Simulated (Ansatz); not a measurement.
The system is BaS.

```
Ba S
1.0
     0.00000    3.19375    3.19375
     3.19375    0.00000    3.19375
     3.19375    3.19375    0.00000
Ba S
1 1
Cartesian
  0.0000 0.0000 0.0000
  3.1938 3.1938 3.1938
```

```yaml
Program: Ansatz 0.2.0
Task: relaxation of cell and atoms
Functional: PBEsol
Dispersion: D3(BJ)
Potentials_or_basis: Ansatz PAW
Cutoff: "420 eV (not typed: the program's choice for these potentials)"
k_mesh: 7 × 7 × 7
Occupations: fermi-dirac, width 0.05 eV
Spin: no spin polarisation
```

At the start: volume 32.58 Å³/atom.

**Question.** Where does the relaxation end?

**Answer.** It ends after 5 steps and the volume is 30.63 Å³/atom (-6.0 %); space group Fm-3m (No. 225, to 0.05 Å).

The path:
```csv
step,energy change (eV),largest force (eV/Å),volume (Å³)
1,0.0000,0.0000,65.15
2,-0.0311,0.0000,60.05
3,-0.0349,0.0000,61.40
4,-0.0350,0.0000,61.27
5,-0.0350,0.0000,61.27
```

Final structure:
```yaml
crystal:
  lattice:
    - [0.00000, 3.12896, 3.12896]
    - [3.12896, 0.00000, 3.12896]
    - [3.12896, 3.12896, 0.00000]
  atoms:
    - { symbol: Ba, position: [0.00000, 0.00000, 0.00000] }
    - { symbol: S, position: [0.50000, 0.50000, 0.50000] }
```

Caveat: the plane-wave basis is chosen anew once the cell has moved, so the energies of steps on either side of that aren't comparable; the PAW data sets come from PBE, with cores solved anew for the run's functional, which leaves a small shift of forces and pressure.
